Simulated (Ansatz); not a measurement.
Crystal: Br.

```
CELL_PARAMETERS angstrom
3.36325 -2.32255 0.00000
3.36325 2.32255 0.00000
0.00000 0.00000 8.70230
ATOMIC_POSITIONS crystal
Br 0.36510 0.63490 0.39010
Br 0.13490 0.86510 0.89010
Br 0.63490 0.36510 0.60990
Br 0.86510 0.13490 0.10990
```

Base run:

```yaml
Program: Ansatz 0.2.0
Functional: PBEsol
Potentials_or_basis: all-electron LAPW, scalar-relativistic
Cutoff: 319 eV (chosen from the basis error)
Basis_error_allowed: 0.002 eV/atom
k_mesh: 7 × 7 × 3
Occupations: fermi-dirac, width 0.05 eV
Spin: no spin polarisation
```

Its results: band gap on the k mesh 1.85 eV, indirect (least direct gap 1.86 eV); pressure 0.1 GPa; largest force 0.722 eV/Å.

Question: The run is repeated on the same cell with these changes: functional from PBEsol to PBE. What comes out?

Answer: Band gap on the k mesh 1.91 eV, indirect (least direct gap 1.93 eV); pressure 1.8 GPa; largest force 0.868 eV/Å.

PBE binds less tightly than PBEsol, so the same cell stands under more pressure.

A k mesh can miss the band edges.
